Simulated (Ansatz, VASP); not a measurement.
## One calculation of Ir, two programs

```
Ir
1.0
     2.75138    0.00000    0.00000
    -1.37569    2.38276    0.00000
     0.00000    0.00000    4.28380
Ir
2
Cartesian
  0.0000 1.5885 1.0709
  1.3757 0.7943 3.2128
```

This isn't the form of Ir at room conditions, which is fcc.

Alike in both runs: task single point; functional PBEsol; k mesh 9 × 9 × 5; occupations fermi-dirac, width 0.05 eV; no spin polarisation.

|  | VASP | Ansatz |
| --- | --- | --- |
| version | VASP 6.6.1 | Ansatz 0.2.0 |
| potentials or method | VASP PAW PBE potentials, release 64 (Ir) | Ansatz PAW |
| plane-wave cutoff (eV) | 520 | 420 |
| valence electrons in the cell | 18 | 34 |

VASP gave:

| Item | Value |
| --- | --- |
| gap on the k mesh at the Fermi level (eV) | none |
| pressure (GPa) | 4.2 |
| largest component of the traceless stress (GPa) | 13.69 |

Which values does Ansatz return?

gap on the k mesh at the Fermi level (eV): none; pressure (GPa): 3.2; largest component of the traceless stress (GPa): 13.66.

A gap of «none» marks a metal or a gap that the smearing closes. The two sets of potentials don't hold the same shells in valence.

Caveats: the PAW data sets were made with another functional, which shifts forces and pressure a little (VASP); the PAW data sets come from PBE, with cores solved anew for the run's functional, which leaves a small shift of forces and pressure (Ansatz). The runs have no spin-orbit coupling, so splittings on Ir are missing.
